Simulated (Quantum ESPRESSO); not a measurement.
## BaF2 (Frankdicksonite): band structure with PBEsol

BaF2 (Frankdicksonite):

```
Ba F
1.0
     0.00000    3.10005    3.10005
     3.10005    0.00000    3.10005
     3.10005    3.10005    0.00000
Ba F
1 2
Direct
  0.00000 0.00000 0.00000
  0.75000 0.75000 0.75000
  0.25000 0.25000 0.25000
```

| Quantity | Value |
| --- | --- |
| Program | Quantum ESPRESSO 7.5 |
| Task | band structure |
| Functional | PBEsol |
| Potentials or basis | PseudoDojo 0.4.1 SR PBEsol standard |
| Cutoff | 1143 eV |
| Density cutoff | 4572 eV |
| k mesh | 8 × 8 × 8 |
| Occupations | fermi-dirac, width 0.05 eV |
| Spin | no spin polarisation |
| Mixing beta | 0.5 |
| Most SCF iterations | 120 |
| SCF threshold | 6e-10 Ry |

```
Pressure                : -1.3 GPa
Band gap on the k mesh  : 6.68 eV, indirect (least direct gap 6.77 eV)
Band gap along the path : 6.68 eV, indirect (least direct gap 6.77 eV)
```

Levels at the corners of the path, in eV from the valence-band top:
```tsv
point	band 10	band 11	band 12	band 13	band 14	band 15
Γ	-0.09	-0.09	-0.09	6.68	9.17	9.17
X	-0.33	-0.33	-0.15	7.22	8.96	10.70
W	-0.36	-0.31	-0.20	7.52	9.79	9.84
K	-0.35	-0.21	-0.18	7.50	9.32	9.93
Γ	-0.09	-0.09	-0.09	6.68	9.17	9.17
L	-0.36	-0.18	-0.18	9.05	9.17	9.17
U	-0.35	-0.21	-0.18	7.50	9.32	9.93
W	-0.36	-0.31	-0.20	7.52	9.79	9.84
L	-0.36	-0.18	-0.18	9.05	9.17	9.17
K	-0.35	-0.21	-0.18	7.50	9.32	9.93
U	-0.35	-0.21	-0.18	7.50	9.32	9.93
X	-0.33	-0.33	-0.15	7.22	8.96	10.70
```

Wall time 120 s on 1 thread of Arm Neoverse V1, on a shared host, peak memory 0.13 GiB.

Caveat: this release of the barium file is off; spin-orbit coupling is left out, which moves the levels of the heavy elements.
